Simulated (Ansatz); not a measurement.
# SnO (P4/nmm) in Ansatz: reference runs

Aim: a first look at SnO with PBE, on the cell as given and on a disturbed one.

All numbers are computed with Ansatz 0.2.0; they aren't measurements. Logs are shortened: lines on timing, memory, paths and dates and some standing lists are left out, and cuts for length are marked.

### Step 1. The crystal as given

The structure is tetragonal, space group P4/nmm (No. 129). Conventional cell: a = 3.814 Å, b = 3.814 Å, c = 4.887 Å, α = 90.00°, β = 90.00°, γ = 90.00°. Sn (site symmetry 4mm) has 4 O at 2.23 Å as nearest neighbours. Around O (site symmetry -4m2) lie 4 Sn at 2.23 Å.

The cell is a database's computed one.

### Step 2. Single point, PBE

Input file input.yaml:

```yaml
crystal:
  lattice:
    - [3.81369522, 0.0, 0.0]
    - [0.0, 3.81369522, 0.0]
    - [0.0, 0.0, 4.8869133]
  atoms:
    - { symbol: Sn, position: [0.5, 0.0, 0.76462614] }
    - { symbol: Sn, position: [0.0, 0.5, 0.23537386] }
    - { symbol: O, position: [0.0, 0.0, 0.0] }
    - { symbol: O, position: [0.5, 0.5, 0.0] }
kpoints:
  mp_grid: { grid: [7, 7, 6] }
scf:
  occupations: { method: fermi_dirac, width: 0.05 }
hamiltonian:
  xc: pbe
  pseudopotentials: { kind: all_electron, lapw: { basis_error: 0.001 } }
output:
  forces: true
  stress: true
  eigenvalues: true
  populations: true
```

Potentials or basis: all-electron LAPW, scalar-relativistic.

Run with:

```
$ ansatz run input.yaml --threads 2 --pin off --max-ram 6144MiB --backend cpu --events-out ev --progress --plain --runs-dir out
```

What it wrote:

```text
Warning: RAYON_NUM_THREADS=2 ignored (pool sized by the plan → 2); use --threads N
Sn: projections on atomic orbitals take those of the free atom 1s2 2s2 2p6 3s2 3p6 3d10 4s2 4p6 4d10 5s2 5p2, of charge +0.00 (hamiltonian.pseudopotentials.projection_atoms)
O: projections on atomic orbitals take those of the free atom 1s2 2s2 2p4, of charge +0.00 (hamiltonian.pseudopotentials.projection_atoms)
LAPW: plane waves up to 9.509 Å⁻¹, error target 1.0e-3 eV per atom; small_component_spin mean_spin; O in spheres of 0.988 Å, 8 of its electrons in bands, Dirac shells []; Sn in spheres of 1.239 Å, 22 of its electrons in bands, Dirac shells [] (how accurate: hamiltonian.pseudopotentials.lapw.basis_error, Limitations)
Engine: ansatz 0.2.0, aarch64-unknown-linux-gnu
Pseudopotentials: kind: all_electron
Pseudopotential: Sn, LAPW, valence charge 22, lapw/all_electron/scalar/gaussian/Sn, Koelling and Harmon's equation, gaussian nucleus
Pseudopotential: O, LAPW, valence charge 8, lapw/all_electron/scalar/gaussian/O, Koelling and Harmon's equation, gaussian nucleus
Functional definition: PBE
  parameter kappa = 0.804
  parameter beta = 0.06672455060314922
  exchange = pbe_x(kappa = kappa, mu = beta*pi^2/3)
  correlation = pbe_c(beta = beta)
Crystal: 4 atoms, lattice volume = 71.077 Å³
Basis set: ecut = 344.50602287629505 eV, 1027 PW (Γ), exchange–correlation at level 2
Bands: 36, of which v1, the nominal top of the filled ones, is band 30 counted from 1 (29 counted from 0)
Symmetry: 16 space group operations
Space group: P4/nmm (ITA 129), of the structure as read, at distance tolerance 4.1e-5 Å
k-points: 40 of 294
Non-local potential: Sn, projectors of the file, none
Non-local potential: O, projectors of the file, none
Initial density: superposition of atomic densities (chi_scale 0.1, normalization cell, long waves kept (reshape's long-wave potential 0.23 eV rms))
Initial wavefunctions: plane waves of lowest kinetic energy (no species holds an atomic orbital)
Functional: x = pbe(κ = 0.804, μ = 0.2195149727645171), c = pbe(β = 0.06672455060314922)
iter 1 solved again at ethr=1.26e-2 eV; its pass at ethr=1.00e-1 eV (dr2=7.58e0 eV) is discarded
SCF iter   1: F=—  HF=-340279.411593 eV  |F-HF|=—  |Δ(HF+E_count)|=         —  Δρ=8.73e-2  dr2=7.58e0  ethr=1.26e-2  ⟨swp⟩=2.0  Hψ=9290  notcnv=0
preconditioner: auto → Resta (q_TF=auto, 2.652 Å⁻¹)  ε∞=3.1  [insulator: Δε(μ)=1.359 eV  Ē_g=19.335 eV  σ=0.050 eV  W_gap=1.00  n_scr=20 (ndim 8)  ℏωp=27.9 eV  f_vac=0.015  D(μ)=0.00/eV (n_scr^D=0)  ε∞_Penn≈3.1]
iter 2 solved again at ethr=8.33e-4 eV; its pass at ethr=1.26e-2 eV (dr2=5.00e-1 eV) is discarded
SCF iter   2: F=—  HF=-340276.419207 eV  |F-HF|=—  |Δ(HF+E_count)|=    2.99e0  Δρ=2.38e-2  dr2=5.00e-1  ethr=8.33e-4  ⟨swp⟩=2.0  Hψ=7651  notcnv=0
preconditioner: auto → Kerker (q_TF=auto, 2.652 Å⁻¹)  [metal: Δε(μ)=0.023 eV  Ē_g=18.983 eV  σ=0.050 eV  W_gap=0.12  n_scr=20 (ndim 8)  ℏωp=27.9 eV  f_vac=0.028  D(μ)=0.35/eV (n_scr^D=0)]
SCF iter   3: F=—  HF=-340275.772614 eV  |F-HF|=—  |Δ(HF+E_count)|=   6.47e-1  Δρ=2.35e-2  dr2=5.30e-1  ethr=8.33e-4  ⟨swp⟩=3.0  Hψ=4810  notcnv=0
SCF iter   4: F=—  HF=-340275.713287 eV  |F-HF|=—  |Δ(HF+E_count)|=         —  Δρ=5.00e-3  dr2=1.95e-2  ethr=8.33e-4  ⟨swp⟩=2.7  Hψ=4274  notcnv=0
the basis was enlarged: its passes take 734.5 KiB over the memory plan, 2 of 2 planned eigensolver slots
SCF iter   5: F=—  HF=-340275.712715 eV  |F-HF|=—  |Δ(HF+E_count)|=   5.72e-4  Δρ=2.45e-3  dr2=4.27e-3  ethr=3.25e-5  ⟨swp⟩=2.0  Hψ=4237  notcnv=0
SCF iter   6: F=—  HF=-340275.709698 eV  |F-HF|=—  |Δ(HF+E_count)|=   3.02e-3  Δρ=9.30e-4  dr2=9.47e-4  ethr=7.12e-6  ⟨swp⟩=3.0  Hψ=4408  notcnv=0
SCF iter   7: F=—  HF=-340275.710085 eV  |F-HF|=—  |Δ(HF+E_count)|=   3.86e-4  Δρ=4.71e-4  dr2=2.53e-4  ethr=1.58e-6  ⟨swp⟩=2.3  Hψ=4108  notcnv=0
SCF iter   8: F=—  HF=-340275.710371 eV  |F-HF|=—  |Δ(HF+E_count)|=   2.86e-4  Δρ=3.85e-4  dr2=1.54e-4  ethr=4.22e-7  ⟨swp⟩=3.0  Hψ=4410  notcnv=0
SCF iter   9: F=—  HF=-340275.710345 eV  |F-HF|=—  |Δ(HF+E_count)|=   2.56e-5  Δρ=1.94e-4  dr2=4.39e-5  ethr=2.57e-7  ⟨swp⟩=2.0  Hψ=4081  notcnv=0
SCF iter  10: F=—  HF=-340275.710336 eV  |F-HF|=—  |Δ(HF+E_count)|=   9.36e-6  Δρ=4.14e-5  dr2=2.30e-6  ethr=7.32e-8  ⟨swp⟩=2.1  Hψ=4089  notcnv=0
SCF iter  11: F=-340275.710335 eV  HF=-340275.710335 eV  |F-HF|=2.82e-8  |Δ(HF+E_count)|=   5.13e-7  Δρ=5.13e-6  dr2=4.96e-8  ethr=3.83e-9  ⟨swp⟩=2.4  Hψ=4102  notcnv=0
SCF 1 converged in 11 iterations: F = -340275.710335 eV  dr2 = 4.96e-8
SCF converged after 11 iterations
Free energy (F): -340275.710335 eV
Harris-Foulkes:  -340275.710335 eV  (|F-HF|=2.82e-8)
Internal energy: -340275.710044 eV  (E = F + TS)
E sigma→0 (E₀):  -340275.710189 eV
Entropy (-TS):   -0.000291 eV (-0.073 meV/atom)
Fermi energy:    12.235359 eV
--- Per-component energies (eV) ---
  E_band       = -3426.891461
  E_kinetic    = 357660.638032
  E_xc         = -9462.197707
  E_electrostatic = -688474.150369  (all electrons and nuclei)
  E_smearing   = -0.000291  (= −TS)
  E_closure    = 0.000000  (closes the sum)
  E_atoms      = -340253.027698  (free atoms, spherical and without spin; not in F)
  Σ components = -340275.710335   (vs F -340275.710335, Δ=0.00e0)
  Basis errors (estimates in eV, not in F): energy 4.4e-4 per atom: plane waves 4.0e-4 (2.4e-4 summed), levels above the bands 4.9e-59, relativity 5.9e-8, radial functions 3.5e-5, core shells 1.6e-6; eigenvalues (radial functions only) 3.8e-6; not estimated: angular momenta, meshes, grids; target (lapw.basis_error) 1.0e-3; muffin-tin radii O 0.988 Å, Sn 1.239 Å
--- Forces (eV/Å), atoms counted from 1 ---
  atom   1  Sn     0.00000000     0.00000000    -0.36735094
  atom   2  Sn     0.00000000     0.00000000     0.36735094
  atom   3  O      0.00000000     0.00000000    -0.00000000
  atom   4  O      0.00000000     0.00000000     0.00000000
  max |Σ_I F_I| component: 8.67e-19 eV/Å
--- Stress (GPa, compression-positive) ---
        3.874335       0.000000       0.000000
        0.000000       3.874335       0.000000
        0.000000       0.000000       2.949265
  P = ⅓ Tr σ = 3.5660 GPa (35.660 kbar)
--- Band table (eV; the first three rows and the last of 40) ---
  k-point 0: bands = ["-494.3975", "-494.3975", "-117.4113", "-117.4112", "-73.2190", "-73.2190", "-73.2186", "-73.2186", "-73.1751", "-73.1742", "-9.9627", "-9.5304", "-9.5293", "-9.5293", "-9.4880", "-9.4767", "-9.4345", "-9.4302", "-9.4069", "-9.4069", "-8.1398", "-5.5137", "4.4036", "5.4291", "5.8131", "5.8131", "8.5878", "8.8869", "8.8869", "12.0545", "14.1329", "16.3401", "16.7786", "16.7786", "17.7282", "17.7282"]
  k-point 1: bands = ["-494.3975", "-494.3975", "-117.4113", "-117.4112", "-73.2190", "-73.2190", "-73.2186", "-73.2186", "-73.1750", "-73.1743", "-9.9591", "-9.5340", "-9.5235", "-9.5235", "-9.4852", "-9.4736", "-9.4373", "-9.4332", "-9.4133", "-9.4133", "-8.1315", "-5.5138", "3.7813", "5.8385", "5.8385", "6.3266", "8.5718", "8.8833", "8.8833", "11.7820", "13.8667", "16.0517", "16.0517", "16.4187", "18.6113", "18.6113"]
  k-point 2: bands = ["-494.3975", "-494.3975", "-117.4113", "-117.4112", "-73.2190", "-73.2190", "-73.2186", "-73.2186", "-73.1749", "-73.1744", "-9.9517", "-9.5415", "-9.5094", "-9.5094", "-9.4783", "-9.4652", "-9.4443", "-9.4415", "-9.4288", "-9.4288", "-8.1147", "-5.5141", "3.1691", "5.8906", "5.8906", "7.7339", "8.5403", "8.8753", "8.8753", "10.8461", "13.7295", "15.3392", "15.3392", "16.0446", "19.3547", "19.6677"]
  k-point 39: bands = ["-494.3975", "-494.3975", "-117.4112", "-117.4112", "-73.2192", "-73.2191", "-73.2188", "-73.2188", "-73.1746", "-73.1746", "-9.8790", "-9.8640", "-9.5012", "-9.4961", "-9.4726", "-9.4712", "-9.4356", "-9.4344", "-9.4064", "-9.4057", "-6.4927", "-6.3592", "3.1551", "3.3021", "6.2677", "6.5851", "9.3010", "9.4849", "9.5188", "9.5762", "14.4558", "14.6291", "15.4911", "16.2393", "17.5747", "18.1910"]
--- Löwdin populations: 4 sites ---
  site symbol       q [e]
     0     Sn     49.2100
     1     Sn     49.2100
     2      O      8.7276
     3      O      8.7276
  spilling = 0.001076 (of n_electrons = 116.000000)
```

Run time: 20 s. Hardware: 2 threads of Arm Neoverse V2, shared host; peak memory 0.51 GiB.

What came out:

| Item | Value |
| --- | --- |
| Free energy | -340275.7103 eV |
| Pressure | 3.6 GPa |
| Largest force | 0.367 eV/Å |
| Band gap on the k mesh | 0.37 eV, indirect (least direct gap 2.08 eV) |
| Loewdin charges | Sn +0.79; O -0.73 e |

Forces in eV/Å, atoms in the order of the input:
```
Sn   0.000  0.000 -0.367
Sn   0.000  0.000  0.367
O    0.000  0.000  0.000
O    0.000  0.000  0.000
```

Stress tensor (GPa, compression positive):
```
3.87 0.00 0.00
0.00 3.87 0.00
0.00 0.00 2.95
```

Levels at points of the mesh, in eV from the valence-band top:
```
            k point  band 28  band 29  band 30  band 31  band 32  band 33
 (0.00, 0.00, 0.00)    -3.17    -3.17     0.00     2.08     4.29     4.72
(0.00, 0.00, -0.50)    -3.18    -3.18    -2.22     1.73     3.03     3.03
```

Caveat: spin-orbit coupling is left out, which moves the levels of the heavy elements; an odd mesh through Γ misses points on the zone boundary, where band edges often lie.

### Step 3. Single point, PBE (atoms moved at random, drawn with an rms of 0.05 Å)

Changes to input.yaml since step 2:

```diff
@@ -6,6 +6,6 @@
   atoms:
-    - { symbol: Sn, position: [0.5, 0.0, 0.76462614] }
-    - { symbol: Sn, position: [0.0, 0.5, 0.23537386] }
-    - { symbol: O, position: [0.0, 0.0, 0.0] }
-    - { symbol: O, position: [0.5, 0.5, 0.0] }
+    - { symbol: Sn, position: [0.509185, -0.004328, 0.769766] }
+    - { symbol: Sn, position: [0.003193, 0.500751, 0.224902] }
+    - { symbol: O, position: [0.006846, 0.003447, -0.001905] }
+    - { symbol: O, position: [0.493564, 0.495629, -0.001614] }
 kpoints:
```

Potentials or basis: all-electron LAPW, scalar-relativistic.

Run with:

```
$ ansatz run input.yaml --threads 2 --pin off --max-ram 6144MiB --backend cpu --events-out ev --progress --plain --runs-dir out
```

What it wrote:

```text
Warning: RAYON_NUM_THREADS=2 ignored (pool sized by the plan → 2); use --threads N
Sn: projections on atomic orbitals take those of the free atom 1s2 2s2 2p6 3s2 3p6 3d10 4s2 4p6 4d10 5s2 5p2, of charge +0.00 (hamiltonian.pseudopotentials.projection_atoms)
O: projections on atomic orbitals take those of the free atom 1s2 2s2 2p4, of charge +0.00 (hamiltonian.pseudopotentials.projection_atoms)
LAPW: plane waves up to 9.767 Å⁻¹, error target 1.0e-3 eV per atom; small_component_spin mean_spin; O in spheres of 0.962 Å, 8 of its electrons in bands, Dirac shells []; Sn in spheres of 1.211 Å, 32 of its electrons in bands, Dirac shells [] (how accurate: hamiltonian.pseudopotentials.lapw.basis_error, Limitations)
Engine: ansatz 0.2.0, aarch64-unknown-linux-gnu
Pseudopotentials: kind: all_electron
Pseudopotential: Sn, LAPW, valence charge 32, lapw/all_electron/scalar/gaussian/Sn, Koelling and Harmon's equation, gaussian nucleus
Pseudopotential: O, LAPW, valence charge 8, lapw/all_electron/scalar/gaussian/O, Koelling and Harmon's equation, gaussian nucleus
Functional definition: PBE
  parameter kappa = 0.804
  parameter beta = 0.06672455060314922
  exchange = pbe_x(kappa = kappa, mu = beta*pi^2/3)
  correlation = pbe_c(beta = beta)
Crystal: 4 atoms, lattice volume = 71.077 Å³
Basis set: ecut = 363.4703929297798 eV, 1139 PW (Γ), exchange–correlation at level 2
Bands: 48, of which v1, the nominal top of the filled ones, is band 40 counted from 1 (39 counted from 0)
Symmetry: 1 space group operations
Space group: P1 (ITA 1), of the structure as read, at distance tolerance 4.1e-5 Å
k-points: 148 of 294 (time reversal used)
Non-local potential: Sn, projectors of the file, none
Non-local potential: O, projectors of the file, none
Initial density: superposition of atomic densities (chi_scale 0.1, normalization cell, long waves kept (reshape's long-wave potential 0.24 eV rms))
Initial wavefunctions: plane waves of lowest kinetic energy (no species holds an atomic orbital)
Functional: x = pbe(κ = 0.804, μ = 0.2195149727645171), c = pbe(β = 0.06672455060314922)
iter 1 solved again at ethr=9.59e-3 eV; its pass at ethr=1.00e-1 eV (dr2=7.68e0 eV) is discarded
SCF iter   1: F=—  HF=-340279.304436 eV  |F-HF|=—  |Δ(HF+E_count)|=         —  Δρ=8.96e-2  dr2=7.67e0  ethr=9.59e-3  ⟨swp⟩=2.0  Hψ=41751  notcnv=0
preconditioner: auto → Resta (q_TF=auto, 2.783 Å⁻¹)  ε∞=2.8  [insulator: Δε(μ)=1.542 eV  Ē_g=20.582 eV  σ=0.050 eV  W_gap=1.00  n_scr=28 (ndim 8)  ℏωp=27.9 eV  f_vac=0.111  D(μ)=0.00/eV (n_scr^D=0)  ε∞_Penn≈2.8]
iter 2 solved again at ethr=6.25e-4 eV; its pass at ethr=9.59e-3 eV (dr2=5.00e-1 eV) is discarded
SCF iter   2: F=—  HF=-340276.272902 eV  |F-HF|=—  |Δ(HF+E_count)|=    3.03e0  Δρ=2.41e-2  dr2=5.00e-1  ethr=6.25e-4  ⟨swp⟩=2.0  Hψ=35787  notcnv=0
SCF iter   3: F=—  HF=-340275.677676 eV  |F-HF|=—  |Δ(HF+E_count)|=   5.95e-1  Δρ=2.06e-2  dr2=3.93e-1  ethr=6.25e-4  ⟨swp⟩=3.0  Hψ=22988  notcnv=0
SCF iter   4: F=—  HF=-340275.653694 eV  |F-HF|=—  |Δ(HF+E_count)|=         —  Δρ=5.21e-3  dr2=3.52e-2  ethr=4.91e-4  ⟨swp⟩=2.4  Hψ=19654  notcnv=0
the basis was enlarged: its passes take 635.3 KiB over the memory plan, 2 of 2 planned eigensolver slots
SCF iter   5: F=—  HF=-340275.643937 eV  |F-HF|=—  |Δ(HF+E_count)|=   9.76e-3  Δρ=2.75e-3  dr2=8.28e-3  ethr=4.40e-5  ⟨swp⟩=2.0  Hψ=20395  notcnv=0
SCF iter   6: F=—  HF=-340275.641175 eV  |F-HF|=—  |Δ(HF+E_count)|=   2.76e-3  Δρ=4.61e-4  dr2=2.26e-4  ethr=1.04e-5  ⟨swp⟩=2.5  Hψ=21045  notcnv=0
SCF iter   7: F=—  HF=-340275.641230 eV  |F-HF|=—  |Δ(HF+E_count)|=   5.54e-5  Δρ=2.82e-4  dr2=8.02e-5  ethr=2.83e-7  ⟨swp⟩=3.0  Hψ=20639  notcnv=0
SCF iter   8: F=—  HF=-340275.641235 eV  |F-HF|=—  |Δ(HF+E_count)|=   5.17e-6  Δρ=1.45e-4  dr2=2.02e-5  ethr=1.00e-7  ⟨swp⟩=3.0  Hψ=21243  notcnv=0
SCF iter   9: F=—  HF=-340275.641233 eV  |F-HF|=—  |Δ(HF+E_count)|=   2.48e-6  Δρ=7.96e-5  dr2=5.86e-6  ethr=2.53e-8  ⟨swp⟩=3.0  Hψ=20832  notcnv=0
SCF iter  10: F=—  HF=-340275.641234 eV  |F-HF|=—  |Δ(HF+E_count)|=   6.73e-7  Δρ=1.86e-5  dr2=3.10e-7  ethr=7.33e-9  ⟨swp⟩=3.0  Hψ=20719  notcnv=0
SCF iter  11: F=-340275.641234 eV  HF=-340275.641234 eV  |F-HF|=5.53e-8  |Δ(HF+E_count)|=   3.04e-7  Δρ=6.05e-6  dr2=4.46e-8  ethr=3.87e-10  ⟨swp⟩=3.0  Hψ=21328  notcnv=0
SCF 1 converged in 11 iterations: F = -340275.641234 eV  dr2 = 4.46e-8
SCF converged after 11 iterations
Free energy (F): -340275.641234 eV
Harris-Foulkes:  -340275.641234 eV  (|F-HF|=5.53e-8)
Internal energy: -340275.641181 eV  (E = F + TS)
E sigma→0 (E₀):  -340275.641208 eV
Entropy (-TS):   -0.000052 eV (-0.013 meV/atom)
Fermi energy:    12.354519 eV
--- Per-component energies (eV) ---
  E_band       = -12557.784965
  E_kinetic    = 357663.992836
  E_xc         = -9462.905043
  E_electrostatic = -688476.728975  (all electrons and nuclei)
  E_smearing   = -0.000052  (= −TS)
  E_closure    = 0.000000  (closes the sum)
  E_atoms      = -340253.027698  (free atoms, spherical and without spin; not in F)
  Σ components = -340275.641234   (vs F -340275.641234, Δ=0.00e0)
  Basis errors (estimates in eV, not in F): energy 4.4e-4 per atom: plane waves 4.0e-4 (2.4e-4 summed), levels above the bands 2.4e-89, relativity 7.4e-8, radial functions 3.8e-5, core shells 5.7e-8; eigenvalues (radial functions only) 4.8e-6; not estimated: angular momenta, meshes, grids; target (lapw.basis_error) 1.0e-3; muffin-tin radii O 0.962 Å, Sn 1.211 Å
--- Forces (eV/Å), atoms counted from 1 ---
  atom   1  Sn    -0.10943391     0.04798825    -1.06591699
  atom   2  Sn    -0.09853982    -0.00157346     1.15337637
  atom   3  O     -0.19345990    -0.18862583    -0.02868800
  atom   4  O      0.40144002     0.14220909    -0.05877248
  max |Σ_I F_I| component: 6.39e-6 eV/Å
--- Stress (GPa, compression-positive) ---
        6.200751       0.036182      -0.181662
        0.036182       6.083788       0.012516
       -0.181662       0.012516       6.022832
  P = ⅓ Tr σ = 6.1025 GPa (61.025 kbar)
--- Band table (eV; the first three rows and the last of 148) ---
  k-point 0: bands = ["-494.4648", "-494.4631", "-456.4973", "-456.4929", "-456.4827", "-456.4783", "-456.4779", "-456.4778", "-456.4733", "-456.4629", "-456.4625", "-456.4577", "-117.3819", "-117.3690", "-73.1899", "-73.1893", "-73.1787", "-73.1769", "-73.1490", "-73.1349", "-10.0210", "-9.5177", "-9.5144", "-9.5070", "-9.4637", "-9.4572", "-9.4271", "-9.4025", "-9.3827", "-9.3819", "-8.3304", "-5.5853", "4.3540", "5.5457", "5.5943", "5.7022", "8.4880", "8.6680", "8.6844", "12.0309", "14.0511", "16.1347", "17.0215", "17.0369", "17.7637", "17.7743", "19.0684", "19.4486"]
  k-point 1: bands = ["-494.4648", "-494.4631", "-456.4973", "-456.4929", "-456.4827", "-456.4783", "-456.4779", "-456.4778", "-456.4733", "-456.4629", "-456.4625", "-456.4577", "-117.3819", "-117.3690", "-73.1899", "-73.1893", "-73.1787", "-73.1769", "-73.1490", "-73.1349", "-10.0180", "-9.5131", "-9.5106", "-9.5085", "-9.4613", "-9.4555", "-9.4291", "-9.4049", "-9.3884", "-9.3875", "-8.3222", "-5.5855", "3.8189", "5.6061", "5.6171", "6.4688", "8.4732", "8.6650", "8.6812", "11.7820", "13.7622", "16.1753", "16.2464", "16.3405", "18.6729", "18.7040", "18.9646", "19.6563"]
  k-point 2: bands = ["-494.4648", "-494.4631", "-456.4973", "-456.4929", "-456.4827", "-456.4783", "-456.4779", "-456.4778", "-456.4733", "-456.4629", "-456.4625", "-456.4577", "-117.3819", "-117.3690", "-73.1899", "-73.1893", "-73.1787", "-73.1769", "-73.1490", "-73.1349", "-10.0120", "-9.5164", "-9.5015", "-9.4970", "-9.4558", "-9.4509", "-9.4341", "-9.4106", "-9.4016", "-9.4004", "-8.3057", "-5.5857", "3.2408", "5.6552", "5.6635", "7.8173", "8.4436", "8.6587", "8.6742", "10.8937", "13.5867", "15.5329", "15.5388", "15.9993", "19.3910", "19.7510", "19.7646", "20.1470"]
  k-point 147: bands = ["-494.4648", "-494.4631", "-456.4973", "-456.4929", "-456.4827", "-456.4783", "-456.4779", "-456.4778", "-456.4733", "-456.4629", "-456.4625", "-456.4577", "-117.3819", "-117.3690", "-73.1899", "-73.1895", "-73.1789", "-73.1770", "-73.1489", "-73.1349", "-9.9241", "-9.8445", "-9.4978", "-9.4867", "-9.4701", "-9.4607", "-9.4043", "-9.3984", "-9.3891", "-9.3782", "-7.0385", "-6.4852", "3.8252", "4.4085", "6.2101", "6.8895", "7.4305", "8.0666", "9.3638", "10.2705", "14.6391", "15.0646", "16.6796", "17.4081", "18.4429", "18.8294", "20.5152", "20.7983"]
--- Löwdin populations: 4 sites ---
  site symbol       q [e]
     0     Sn     49.2046
     1     Sn     49.2013
     2      O      8.7331
     3      O      8.7332
  spilling = 0.001102 (of n_electrons = 116.000000)
```

Run time: 3.1 min. Hardware: 2 threads of Arm Neoverse V2, shared host; peak memory 1.2 GiB.

Results:

- Free energy: -340275.6412 eV
- Pressure: 6.1 GPa
- Largest force: 1.158 eV/Å
- Band gap on the k mesh: 0.62 eV, indirect (least direct gap 1.98 eV)
- Loewdin charges: Sn +0.80; O -0.73 e

Forces in eV/Å, atoms in the order of the input:
```
Sn  -0.109  0.048 -1.066
Sn  -0.099 -0.002  1.153
O   -0.193 -0.189 -0.029
O    0.401  0.142 -0.059
```

Caveat: spin-orbit coupling is left out, which moves the levels of the heavy elements; an odd mesh through Γ misses points on the zone boundary, where band edges often lie.
